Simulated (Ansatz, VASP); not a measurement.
# Ba in VASP and in Ansatz

INCAR

```
PREC = Accurate
ENCUT = 520
EDIFF = 1E-7
ISMEAR = 0
SIGMA = 0.15
LREAL = False
LASPH = True
NELM = 80
ALGO = Fast
ISIF = 2
LWAVE = False
LCHARG = False
GGA = PE
NBANDS = 11
```

The input KPOINTS:

```
regular mesh
0
Gamma
  15 15 12
```

Contents of POSCAR:

```
Ba
1.0
    4.0960330130      0.0000000000      0.0000000000
   -2.0480165065      3.5472686440      0.0000000000
    0.0000000000      0.0000000000      3.7177426350
Ba
1
Direct
    0.0000000000      0.0000000000      0.0000000000
```

Input for Ansatz:

```yaml
crystal:
  lattice:
    - [4.096033013, 0.0, 0.0]
    - [-2.0480165065, 3.547268644, 0.0]
    - [0.0, 0.0, 3.717742635]
  atoms:
    - { symbol: Ba, position: [0.0, 0.0, 0.0] }
basis:
  ecutwfc: 420
kpoints:
  mp_grid: { grid: [15, 15, 12] }
hamiltonian:
  xc: pbe
scf:
  occupations: { method: gaussian, width: 0.15 }
output:
  forces: true
  stress: true
  eigenvalues: true
```

Change from the starting cell: strain -0.050 along x and y, -0.050 along z, atoms carried along.

Alike in both runs: task single point; functional PBE; k mesh 15 × 15 × 12; occupations gaussian, width 0.15 eV; no spin polarisation.

|  | VASP | Ansatz |
| --- | --- | --- |
| version | VASP 6.6.1 | Ansatz 0.2.0 |
| potentials or method | VASP PAW PBE potentials, release 64 (Ba_sv) | scalar-relativistic, plane waves, PAW |
| plane-wave cutoff (eV) | 520 | 420 |
| valence electrons in the cell | 10 | 10 |

|  | VASP | Ansatz | Ansatz less VASP |
| --- | --- | --- | --- |
| gap on the k mesh at the Fermi level (eV) | none | none | - |
| pressure (GPa) | 1.5 | 1.3 | -0.19 |
| largest component of the traceless stress (GPa) | 0.60 | 0.50 | -0.099 |

A gap of «none» marks a metal or a gap that the smearing closes.

The runs have no spin-orbit coupling, so splittings on Ba are missing.
